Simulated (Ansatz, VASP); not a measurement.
Two plane-wave programs on CdTe

The input INCAR:

```
SYSTEM = CdTe
PREC     = Accurate       ! precision mode
ENCUT    = 520            ! plane-wave cutoff, eV
EDIFF    = 1E-6           ! SCF threshold, eV
ISMEAR   = 0              ! smearing method
SIGMA    = 0.05           ! smearing width, eV
LREAL    = .False.        ! projectors in reciprocal space
LASPH    = .True.         ! aspherical terms in the spheres
NELM     = 80             ! most SCF steps
ALGO     = Normal         ! electronic algorithm
ISIF     = 2              ! what is computed and relaxed
LWAVE    = .False.        ! write WAVECAR
LCHARG   = .False.        ! write CHGCAR
GGA      = PE             ! functional
NBANDS   = 16             ! bands
```

Contents of KPOINTS:

```
regular mesh
0
Gamma
  8 8 8
  0 0 0
```

POSCAR

```
CdTe
1.0
    0.0000000000      3.4817413044      2.7157582174
    3.4817413044      0.0000000000      2.7157582174
    3.4817413044      3.4817413044      0.0000000000
Cd Te
1 1
Direct
    0.0000000000      0.0000000000      0.0000000000
    0.7500000000      0.7500000000      0.7500000000
```

Input for Ansatz:

```yaml
crystal:
  lattice:
    - [0.0, 3.4817413044, 2.7157582174]
    - [3.4817413044, 0.0, 2.7157582174]
    - [3.4817413044, 3.4817413044, 0.0]
  atoms:
    - { symbol: Cd, position: [0.0, 0.0, 0.0] }
    - { symbol: Te, position: [0.75, 0.75, 0.75] }
basis:
  ecutwfc: 420
kpoints:
  mp_grid: { grid: [8, 8, 8] }
hamiltonian:
  xc: pbe
scf:
  occupations: { method: gaussian, width: 0.05 }
output:
  forces: true
  stress: true
  eigenvalues: true
```

Alike in both runs: task single point; functional PBE; k mesh 8 × 8 × 8; occupations gaussian, width 0.05 eV; no spin polarisation.

|  | VASP | Ansatz |
| --- | --- | --- |
| version | VASP 6.6.1 | Ansatz 0.2.0 |
| potentials or method | VASP PAW PBE potentials, release 64 (Cd, Te) | scalar-relativistic, plane waves, PAW |
| plane-wave cutoff (eV) | 520 | 420 |
| valence electrons in the cell | 18 | 36 |

VASP gave:

| Item | Value |
| --- | --- |
| gap on the k mesh at the Fermi level (eV) | 0.39 |
| least direct gap on the mesh (eV) | 0.39 |
| pressure (GPa) | 3.1 |
| largest component of the traceless stress (GPa) | 1.13 |

Problem. Estimate Ansatz's values.

Solution. gap on the k mesh at the Fermi level (eV): 0.39; least direct gap on the mesh (eV): 0.39; pressure (GPa): 3.0; largest component of the traceless stress (GPa): 1.16.

The two sets of potentials don't hold the same shells in valence.

Caveats: spin-orbit coupling is left out, which moves the levels of the heavy elements.
